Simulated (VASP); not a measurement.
Write the native input for VASP 6.6.1 that does the following.

| Item | Value |
| --- | --- |
| Task | relaxation of cell and atoms |
| Functional | PBE |
| Potentials or basis | VASP PAW PBE potentials, release 64 (Hf_pv, Si, O) |
| Cutoff | 520 eV |
| k mesh | 3 × 3 × 3 |
| Occupations | gaussian, width 0.15 eV |
| Spin | no spin polarisation |
| Further INCAR settings | PREC = Normal; LREAL = Auto; ALGO = Fast; EDIFF = 0.0001; IBRION = 2; EDIFFG = -0.08; NSW = 24; ISIF = 3 |

The structure of HfSiO4 lies in POSCAR:

```
HfSiO4
1.0
    0.0000000000      4.3201865600      4.3201865600
    4.3201865600      0.0000000000      4.3201865600
    4.3201865600      4.3201865600      0.0000000000
Hf Si O
2 2 8
Direct
    0.2500000000      0.2500000000      0.2500000000
    0.7500000000      0.7500000000      0.7500000000
    0.5000000000      0.5000000000      0.5000000000
    0.0000000000      0.0000000000      0.0000000000
    0.8920854700      0.8920854700      0.8920854700
    0.8920854700      0.8920854700      0.3237435900
    0.8920854700      0.3237435900      0.8920854700
    0.3237435900      0.8920854700      0.8920854700
    0.1079145300      0.1079145300      0.1079145300
    0.1079145300      0.1079145300      0.6762564100
    0.1079145300      0.6762564100      0.1079145300
    0.6762564100      0.1079145300      0.1079145300
```

The cell was built by a generator and needn't be a form met in nature.

These files were run (other wordings do the same):

INCAR

```
PREC     = Normal         # precision mode
ENCUT    = 520            # plane-wave cutoff, eV
EDIFF    = 1E-4           # SCF threshold, eV
ISMEAR   = 0              # smearing method
SIGMA    = 0.15           # smearing width, eV
LREAL    = Auto         
LASPH    = True           # aspherical terms in the spheres
NELM     = 60             # most SCF steps
ALGO     = Fast           # electronic algorithm
ISIF     = 3              # what is computed and relaxed
LWAVE    = False          # write WAVECAR
LCHARG   = False          # write CHGCAR
GGA      = PE             # functional
IBRION   = 2              # ionic algorithm
NSW      = 24             # ionic steps
EDIFFG   = -0.08          # ionic threshold
KPAR     = 2
```

KPOINTS

```
Automatic mesh
0
Gamma
  3 3 3
```

Potentials or basis: VASP PAW PBE potentials, release 64 (Hf_pv, Si, O).

Launch:

```console
$ cat potpaw_PBE.64/Hf_pv/POTCAR potpaw_PBE.64/Si/POTCAR potpaw_PBE.64/O/POTCAR > POTCAR
$ mpirun -np 2 vasp_std > vasp.out
```

It gave:

- Relaxed volume: 15.04 Å³/atom
- Relaxed cell: a = 6.343 Å, b = 6.343 Å, c = 6.343 Å, α = 60.00°, β = 60.00°, γ = 60.00°
- Space group after relaxing (to 0.05 Å): Fm-3m (No. 225)
- Energy gained by relaxing: 1191.2 meV/atom
- Ionic steps: 8
- Pressure after relaxing: 0.2 GPa
- Largest force after relaxing: 0.041 eV/Å
- Band gap on the k mesh: none (metal or under the smearing width)

Caveat: the k mesh is coarse (spacing up to 0.42 Å⁻¹), so the values aren't converged; the relaxation stopped at a loose force limit of 0.08 eV/Å, so its end isn't a converged minimum.

It took 3 min on 2 MPI ranks on Intel(R) Xeon(R) Platinum 8488C (Sapphire Rapids), with other jobs on the host, peak memory 0.22 GiB a rank.
